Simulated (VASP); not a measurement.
# PbSe: convergence, self-consistent run

PbSe, Fm-3m (no. 225), 2 atoms in the cell. MS2; PAW potentials Pb_d, Se (PBE set). VASP 6.6.1.

Wanted: energy within 0.2 meV/atom; levels at the zone centre within 0.003 eV.

What the run is for: comparing ways to start; Accuracy asked: tight.

Levels at the zone centre: counted from the valence top at that point.

POSCAR:
```
PbSe
1.0
    0.0000000000      3.0606500000      3.0606500000
    3.0606500000      0.0000000000      3.0606500000
    3.0606500000      3.0606500000      0.0000000000
Pb Se
1 1
Direct
    0.0000000000      0.0000000000      0.0000000000
    0.5000000000      0.5000000000      0.5000000000
```

## How the run starts (with a second run first, the time holds both)

| How the run starts (with a second run first, the time holds both) | Energy less reference (meV/atom) | Levels at the zone centre, largest deviation (eV) | Time (s) |
|---|---|---|---|
| from scratch: 17 SCF iterations | 0.00 | 0.0000 | 50 |
| PBE orbitals (WAVECAR): 11 + 11 SCF iterations | 0.00 | 0.0004 | 48 |
| PBE density (CHGCAR): 11 + 18 SCF iterations | 0.00 | 0.0004 | 67 |
| loose PBE orbitals: 9 + 11 SCF iterations | 0.00 | 0.0003 | 47 |

Chosen: from scratch: 17 SCF iterations; no other choice that stays within half of the tolerance saves 30 % of the time.

The chosen settings are those of the reference run.

Values of the reference run: Levels at the zone centre: 0, 0, 6.766 eV from the valence top at Gamma.

## The input

INCAR:
```
ALGO = Normal
EDIFF = 1E-6
EFERMI = MIDGAP
ENCUT = 440
GGA_COMPAT = F
ISIF = 2
ISMEAR = 0
LASPH = T
LCHARG = F
LMIXTAU = T
LREAL = F
LWAVE = F
METAGGA = MS2
NELM = 120
PREC = Accurate
SIGMA = 0.03
```

KPOINTS:
```
k-points
0
Gamma
  7 7 7
```

Commands:
```
cat potpaw_PBE.64/Pb_d/POTCAR potpaw_PBE.64/Se/POTCAR > POTCAR
mpirun -np 1 vasp_std > vasp.out
```

The chosen input took VASP 6.6.1 50 s on 1 core (Intel Xeon Platinum 8375C @ 2.90GHz (Ice Lake)), a shared host.
